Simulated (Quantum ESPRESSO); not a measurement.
# CoO (Fm-3m) in Quantum ESPRESSO: reference runs

Aim: a first look at CoO with PBE, on the cell as given and on a disturbed one.

Everything below comes from runs of Quantum ESPRESSO 7.5. Logs are shortened: lines on timing, memory, paths and dates and some standing lists are left out, and cuts for length are marked.

## Step 1: The crystal as given

It takes space group Fm-3m (No. 225, cubic). Conventional cell: a = 4.263 Å, b = 4.263 Å, c = 4.263 Å, α = 90.00°, β = 90.00°, γ = 90.00°. Co (site symmetry m-3m) has 6 O at 2.13 Å as nearest neighbours. Around O (site symmetry m-3m) lie 6 Co at 2.13 Å.

## Step 2: Single point, PBE, collinear spin, ferromagnetic start

Contents of pw.in:

```
&CONTROL
  calculation = 'scf'
  prefix = 'pwscf'
  outdir = './tmp'
  pseudo_dir = './pseudo'
  tprnfor = .true.
  tstress = .true.
  disk_io = 'nowf'
/
&SYSTEM
  ibrav = 0
  nat = 2
  ntyp = 2
  ecutwfc = 55
  ecutrho = 440
  nbnd = 21
  occupations = 'smearing'
  smearing = 'fd'
  degauss = 0.00367493
  nspin = 2
  starting_magnetization(1) = 0.1176
  starting_magnetization(2) = 0
/
&ELECTRONS
  conv_thr = 4d-10
  electron_maxstep = 120
  mixing_beta = 0.3
/
ATOMIC_SPECIES
Co    58.9332 Co_pbe_v1.2.uspp.F.UPF
O     15.9990 O.pbe-n-kjpaw_psl.0.1.UPF
CELL_PARAMETERS angstrom
   0.0000000000    2.1315000000    2.1315000000
   2.1315000000    0.0000000000    2.1315000000
   2.1315000000    2.1315000000    0.0000000000
ATOMIC_POSITIONS crystal
Co     0.0000000000    0.0000000000    0.0000000000
O      0.5000000000    0.5000000000    0.5000000000
K_POINTS automatic
11 11 11 0 0 0
```

Potentials or basis: SSSP 1.3 efficiency PBE.

The run is started by

```console
$ OMP_NUM_THREADS=1 pw.x -in pw.in > pw.out
```

pw.out:

```text
This program is part of the open-source Quantum ESPRESSO suite
     for quantum simulation of materials; please cite
         "P. Giannozzi et al., J. Phys.:Condens. Matter 21 395502 (2009);
         "P. Giannozzi et al., J. Phys.:Condens. Matter 29 465901 (2017);
         "P. Giannozzi et al., J. Chem. Phys. 152 154105 (2020);
     in publications or presentations arising from this work. More details at

     file O.pbe-n-kjpaw_psl.0.1.UPF: wavefunction(s)  2P renormalized
     Message from routine setup:
     using ibrav=0 with symmetry is DISCOURAGED, use correct ibrav instead

     G-vector sticks info
     --------------------
     sticks:   dense  smooth     PW     G-vecs:    dense   smooth      PW
     Sum         979     499    163                20275     7239    1363

     Using Slab Decomposition

     bravais-lattice index     =            0
     lattice parameter (alat)  =       5.6964  a.u.
     unit-cell volume          =     130.7021 (a.u.)^3
     number of atoms/cell      =            2
     number of atomic types    =            2
     number of electrons       =        23.00
     number of Kohn-Sham states=           21
     kinetic-energy cutoff     =      55.0000  Ry
     charge density cutoff     =     440.0000  Ry
     scf convergence threshold =      4.0E-10
     mixing beta               =       0.3000
     number of iterations used =            8  plain     mixing
     Exchange-correlation= SLA  PW   PBX  PBC
                           (   1   4   3   4   0   0   0)

     celldm(1)=   5.696383  celldm(2)=   0.000000  celldm(3)=   0.000000
     celldm(4)=   0.000000  celldm(5)=   0.000000  celldm(6)=   0.000000

     crystal axes: (cart. coord. in units of alat)
               a(1) = (   0.000000   0.707107   0.707107 )
               a(2) = (   0.707107   0.000000   0.707107 )
               a(3) = (   0.707107   0.707107   0.000000 )

     reciprocal axes: (cart. coord. in units 2 pi/alat)
               b(1) = ( -0.707107  0.707107  0.707107 )
               b(2) = (  0.707107 -0.707107  0.707107 )
               b(3) = (  0.707107  0.707107 -0.707107 )

     PseudoPot. # 1 for Co read from file:
     Co_pbe_v1.2.uspp.F.UPF
     Pseudo is Ultrasoft + core correction, Zval = 17.0
     Generated by new atomic code, or converted to UPF format
     Using radial grid of  863 points,  6 beta functions with:
                l(1) =   0
                l(2) =   0
                l(3) =   1
                l(4) =   1
                l(5) =   2
                l(6) =   2
     Q(r) pseudized with  8 coefficients,  rinner =    1.200   1.200   1.200
                                                       1.200   1.200

     PseudoPot. # 2 for O  read from file:
     O.pbe-n-kjpaw_psl.0.1.UPF
     Pseudo is Projector augmented-wave + core cor, Zval =  6.0
     Generated using "atomic" code by A. Dal Corso  v.5.0.99 svn rev. 10869
     Shape of augmentation charge: BESSEL
     Using radial grid of 1095 points,  4 beta functions with:
                l(1) =   0
                l(2) =   0
                l(3) =   1
                l(4) =   1
     Q(r) pseudized with 0 coefficients

     atomic species   valence    mass     pseudopotential
     Co               17.00    58.93320     Co( 1.00)
     O                 6.00    15.99900     O ( 1.00)

     Starting magnetic structure
     atomic species   magnetization
     Co              0.118
     O               0.000

     48 Sym. Ops., with inversion, found

   Cartesian axes

     site n.     atom                  positions (alat units)
         1        Co     tau(   1) = (   0.0000000   0.0000000   0.0000000  )
         2        O      tau(   2) = (   0.7071068   0.7071068   0.7071068  )

     number of k points=    56  Fermi-Dirac smearing, width (Ry)=  0.0037
                       cart. coord. in units 2pi/alat
        k(    1) = (   0.0000000   0.0000000   0.0000000), wk =   0.0007513
        k(    2) = (   0.0642824   0.0642824  -0.0642824), wk =   0.0060105
        k(    3) = (   0.1285649   0.1285649  -0.1285649), wk =   0.0060105
        k(    4) = (   0.1928473   0.1928473  -0.1928473), wk =   0.0060105
        k(    5) = (   0.2571297   0.2571297  -0.2571297), wk =   0.0060105
        k(    6) = (   0.3214122   0.3214122  -0.3214122), wk =   0.0060105
[... 48 lines left out ...]
        k(   55) = (  -0.0642824  -0.4499770   0.7071068), wk =   0.0180316
        k(   56) = (   0.0000000  -0.3856946   0.6428243), wk =   0.0180316

     Dense  grid:    20275 G-vectors     FFT dimensions: (  40,  40,  40)

     Smooth grid:     7239 G-vectors     FFT dimensions: (  27,  27,  27)

     Check: negative core charge=   -0.000026
     Generating pointlists ...
     new r_m :   0.2917 (alat units)  1.6615 (a.u.) for type    1
     new r_m :   0.2917 (alat units)  1.6615 (a.u.) for type    2

     Initial potential from superposition of free atoms

     starting charge      22.0000, renormalised to      23.0000
     Starting wfcs are   17 randomized atomic wfcs +    4 random wfcs

     Self-consistent Calculation

     iteration #  1     ecut=    55.00 Ry     beta= 0.30
     Davidson diagonalization with overlap
     ethr =  1.00E-02,  avg # of iterations =  5.6

     total energy              =    -337.67832032 Ry
     estimated scf accuracy    <       7.37383896 Ry

     total magnetization       =     2.54 Bohr mag/cell
     absolute magnetization    =     2.57 Bohr mag/cell

     iteration #  2     ecut=    55.00 Ry     beta= 0.30
     Davidson diagonalization with overlap
     ethr =  1.00E-02,  avg # of iterations =  2.1

     total energy              =    -338.90341180 Ry
     estimated scf accuracy    <       9.11326920 Ry

     total magnetization       =     0.24 Bohr mag/cell
     absolute magnetization    =     0.26 Bohr mag/cell

     iteration #  3     ecut=    55.00 Ry     beta= 0.30
     Davidson diagonalization with overlap
     ethr =  1.00E-02,  avg # of iterations =  1.4

     total energy              =    -340.07190803 Ry
     estimated scf accuracy    <       0.19934831 Ry

     total magnetization       =     2.75 Bohr mag/cell
     absolute magnetization    =     2.75 Bohr mag/cell
[... 115 lines left out ...]
     total energy              =    -340.08711810 Ry
     estimated scf accuracy    <       0.00000004 Ry

     total magnetization       =     2.99 Bohr mag/cell
     absolute magnetization    =     3.01 Bohr mag/cell

     iteration # 16     ecut=    55.00 Ry     beta= 0.30
     Davidson diagonalization with overlap
     ethr =  1.86E-10,  avg # of iterations =  1.0

     total energy              =    -340.08711810 Ry
     estimated scf accuracy    <          9.8E-10 Ry

     total magnetization       =     2.99 Bohr mag/cell
     absolute magnetization    =     3.01 Bohr mag/cell

     iteration # 17     ecut=    55.00 Ry     beta= 0.30
     Davidson diagonalization with overlap
     ethr =  4.27E-12,  avg # of iterations =  1.8

     Magnetic moment per site  (integrated on atomic sphere of radius R)
     atom   1 (R=0.292)  charge= 14.6112  magn=  2.5477
     atom   2 (R=0.292)  charge=  5.7695  magn=  0.3390

     End of self-consistent calculation

     Number of k-points >= 100: set verbosity='high' to print the bands.

     the Fermi energy is    13.8511 ev

!    total energy              =    -340.08711811 Ry
     estimated scf accuracy    <          3.0E-11 Ry
     smearing contrib. (-TS)   =      -0.00225074 Ry
     internal energy E=F+TS    =    -340.08486736 Ry

     The total energy is F=E-TS. E is the sum of the following terms:
     one-electron contribution =    -182.62439859 Ry
     hartree contribution      =     104.77305232 Ry
     xc contribution           =     -40.15324142 Ry
     ewald contribution        =    -212.56286172 Ry
     one-center paw contrib.   =      -9.51741796 Ry

     total magnetization       =     2.99 Bohr mag/cell
     absolute magnetization    =     3.01 Bohr mag/cell

     convergence has been achieved in  17 iterations

     Forces acting on atoms (cartesian axes, Ry/au):

     atom    1 type  1   force =     0.00000000    0.00000000    0.00000000
     atom    2 type  2   force =     0.00000000    0.00000000    0.00000000

     Total force =     0.000000     Total SCF correction =     0.000000

     Computing stress (Cartesian axis) and pressure

          total   stress  (Ry/bohr**3)                   (kbar)     P=      -18.83
  -0.00012802  -0.00000000   0.00000000          -18.83       -0.00        0.00
   0.00000000  -0.00012802  -0.00000000            0.00      -18.83       -0.00
   0.00000000   0.00000000  -0.00012802            0.00        0.00      -18.83

=------------------------------------------------------------------------------=
   JOB DONE.
=------------------------------------------------------------------------------=
```

Run time: 50 s. Hardware: 1 thread of Arm Neoverse V2, shared host; peak memory 0.14 GiB.

What came out:

* Free energy: -4627.1210 eV
* Pressure: -1.9 GPa
* Band gap on the k mesh: none (metal or under the smearing width)
* Net moment: 2.99 μB per cell
* Absolute moment: 3.01 μB per cell
* Site moments: Co +2.55; O +0.34 μB
* Valence electrons inside the program's atomic spheres: Co 14.61; O 5.77

Caveat: a cell with one magnetic atom can't hold antiferromagnetic order, which such compounds often take; semilocal functionals often make such compounds metallic where correlation or magnetic order opens a gap, which also shifts bond lengths.

## Step 3: Single point, PBE, collinear spin, ferromagnetic start (atoms moved at random, drawn with an rms of 0.05 Å)

Edit pw.in of step 2 so:

```diff
@@ -36,4 +36,4 @@
 ATOMIC_POSITIONS crystal
-Co     0.0000000000    0.0000000000    0.0000000000
-O      0.5000000000    0.5000000000    0.5000000000
+Co    -0.0073950000    0.0082970000    0.0150690000
+O      0.4971250000    0.5171570000    0.4953140000
 K_POINTS automatic
```

Potentials or basis: SSSP 1.3 efficiency PBE.

The run is started by

```console
$ OMP_NUM_THREADS=1 pw.x -in pw.in > pw.out
```

pw.out:

```text
This program is part of the open-source Quantum ESPRESSO suite
     for quantum simulation of materials; please cite
         "P. Giannozzi et al., J. Phys.:Condens. Matter 21 395502 (2009);
         "P. Giannozzi et al., J. Phys.:Condens. Matter 29 465901 (2017);
         "P. Giannozzi et al., J. Chem. Phys. 152 154105 (2020);
     in publications or presentations arising from this work. More details at

     file O.pbe-n-kjpaw_psl.0.1.UPF: wavefunction(s)  2P renormalized

     G-vector sticks info
     --------------------
     sticks:   dense  smooth     PW     G-vecs:    dense   smooth      PW
     Sum         979     499    163                20275     7239    1363

     Using Slab Decomposition

     bravais-lattice index     =            0
     lattice parameter (alat)  =       5.6964  a.u.
     unit-cell volume          =     130.7021 (a.u.)^3
     number of atoms/cell      =            2
     number of atomic types    =            2
     number of electrons       =        23.00
     number of Kohn-Sham states=           21
     kinetic-energy cutoff     =      55.0000  Ry
     charge density cutoff     =     440.0000  Ry
     scf convergence threshold =      4.0E-10
     mixing beta               =       0.3000
     number of iterations used =            8  plain     mixing
     Exchange-correlation= SLA  PW   PBX  PBC
[... 58 lines left out ...]
     number of k points=   666  Fermi-Dirac smearing, width (Ry)=  0.0037

     Number of k-points >= 100: set verbosity='high' to print them.

     Dense  grid:    20275 G-vectors     FFT dimensions: (  40,  40,  40)

     Smooth grid:     7239 G-vectors     FFT dimensions: (  27,  27,  27)

     Check: negative core charge=   -0.000026
     Generating pointlists ...
     new r_m :   0.2873 (alat units)  1.6365 (a.u.) for type    1
     new r_m :   0.2873 (alat units)  1.6365 (a.u.) for type    2

     Initial potential from superposition of free atoms

     starting charge      22.0000, renormalised to      23.0000
     Starting wfcs are   17 randomized atomic wfcs +    4 random wfcs

     Self-consistent Calculation

     iteration #  1     ecut=    55.00 Ry     beta= 0.30
     Davidson diagonalization with overlap
     ethr =  1.00E-02,  avg # of iterations =  5.4

     total energy              =    -337.67621664 Ry
     estimated scf accuracy    <       7.37963423 Ry
[... 154 lines left out ...]
     iteration # 17     ecut=    55.00 Ry     beta= 0.30
     Davidson diagonalization with overlap
     ethr =  3.48E-11,  avg # of iterations =  1.4

     Magnetic moment per site  (integrated on atomic sphere of radius R)
     atom   1 (R=0.287)  charge= 14.5434  magn=  2.5365
     atom   2 (R=0.287)  charge=  5.6977  magn=  0.3383

     End of self-consistent calculation

     Number of k-points >= 100: set verbosity='high' to print the bands.

     the Fermi energy is    13.8517 ev

!    total energy              =    -340.08708267 Ry
     estimated scf accuracy    <          9.8E-11 Ry
     smearing contrib. (-TS)   =      -0.00224415 Ry
     internal energy E=F+TS    =    -340.08483852 Ry

     The total energy is F=E-TS. E is the sum of the following terms:
     one-electron contribution =    -182.68005289 Ry
     hartree contribution      =     104.80121018 Ry
     xc contribution           =     -40.15379738 Ry
     ewald contribution        =    -212.53479033 Ry
     one-center paw contrib.   =      -9.51740811 Ry

     total magnetization       =     2.99 Bohr mag/cell
     absolute magnetization    =     3.01 Bohr mag/cell

     convergence has been achieved in  17 iterations

     Forces acting on atoms (cartesian axes, Ry/au):

     atom    1 type  1   force =    -0.00035212   -0.00054984    0.00045850
     atom    2 type  2   force =     0.00035212    0.00054984   -0.00045850

     Total force =     0.001128     Total SCF correction =     0.000020

     Computing stress (Cartesian axis) and pressure

          total   stress  (Ry/bohr**3)                   (kbar)     P=      -17.23
  -0.00012279  -0.00000472   0.00000414          -18.06       -0.69        0.61
  -0.00000472  -0.00011174   0.00000581           -0.69      -16.44        0.85
   0.00000414   0.00000581  -0.00011690            0.61        0.85      -17.20

=------------------------------------------------------------------------------=
   JOB DONE.
=------------------------------------------------------------------------------=
```

It took 8.9 min on 1 thread of Arm Neoverse V2, shared host; peak memory 0.5 GiB.

What came out:

| Quantity | Value |
| --- | --- |
| Free energy | -4627.1205 eV |
| Pressure | -1.7 GPa |
| Largest force | 0.021 eV/Å |
| Band gap on the k mesh | none (metal or under the smearing width) |
| Net moment | 2.99 μB per cell |
| Absolute moment | 3.01 μB per cell |
| Site moments | Co +2.54; O +0.34 μB |
| Valence electrons inside the program's atomic spheres | Co 14.54; O 5.70 |

Forces on the atoms (eV/Å):
```
Co  -0.009 -0.014  0.012
O    0.009  0.014 -0.012
```

Stress tensor (GPa, compression positive):
```
-1.81 -0.07  0.06
-0.07 -1.64  0.09
 0.06  0.09 -1.72
```

Caveat: a cell with one magnetic atom can't hold antiferromagnetic order, which such compounds often take; semilocal functionals often make such compounds metallic where correlation or magnetic order opens a gap, which also shifts bond lengths.
